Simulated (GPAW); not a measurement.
Runs of GPAW 26.7.0 on TiPt3. The structure is cubic, space group Pm-3m (No. 221). The conventional cell has a = 3.897 Å, b = 3.897 Å, c = 3.897 Å, α = 90.00°, β = 90.00°, γ = 90.00°. Pt (site symmetry 4/mmm) is surrounded by 8 Pt at 2.76 Å and 4 Ti at 2.76 Å. Around Ti (site symmetry m-3m) lie 12 Pt at 2.76 Å. 

| task | level | potentials or basis | cell | optimizer | fmax | max steps | convergence | gap on the mesh (eV) | pressure (GPa) | relaxed volume (Å³/atom) |
| --- | --- | --- | --- | --- | --- | --- | --- | --- | --- | --- |
| relaxation of cell and atoms | PBEsol+D3(BJ) | PAW data sets generated in the run's folder for this functional, pw | relaxed | BFGS | 0.02 eV/Å | 60 | density=1e-05 forces=0.0001 | none | 0.0 | 14.37 |
| relaxation of cell and atoms | PBEsol+D4 | PAW data sets generated in the run's folder for this functional, pw | relaxed | BFGS | 0.02 eV/Å | 60 | density=1e-05 forces=0.0001 | none | 0.1 | 14.61 |
| single point | PBEsol | PAW data sets generated in the run's folder for this functional, pw | as given | - | - | - | - | none | (a) | - |
| relaxation of cell and atoms | PBEsol+D3(BJ)+ATM | PAW data sets generated in the run's folder for this functional, pw | relaxed | BFGS | 0.02 eV/Å | 60 | density=1e-05 forces=0.0001 | none | 0.1 | (b) |
| relaxation of cell and atoms | PBEsol | PAW data sets generated in the run's folder for this functional, pw | relaxed | BFGS | 0.02 eV/Å | 60 | density=1e-05 forces=0.0001 | none | 0.0 | 14.82 |
| relaxation of cell and atoms | PBEsol+D3 | PAW data sets generated in the run's folder for this functional, pw | relaxed | BFGS | 0.02 eV/Å | 60 | density=1e-05 forces=0.0001 | none | 0.0 | 14.38 |

Alike in all rows: no spin polarisation; k mesh 7 × 7 × 7; cutoff (eV) 600; smearing fermi-dirac 0.05 eV.

Fill in the values left out.

(a) 0.4; (b) 14.50.

Caveats: later steps reuse the first step's grids (some runs); pairwise dispersion overbinds metals, which lowers pressure and volume (some runs).

A k mesh can miss the band edges, and the runs leave out spin-orbit coupling on Pt.

A gap of «none» marks a metal or a gap under the smearing width.

Not every run made on this cell is shown here.
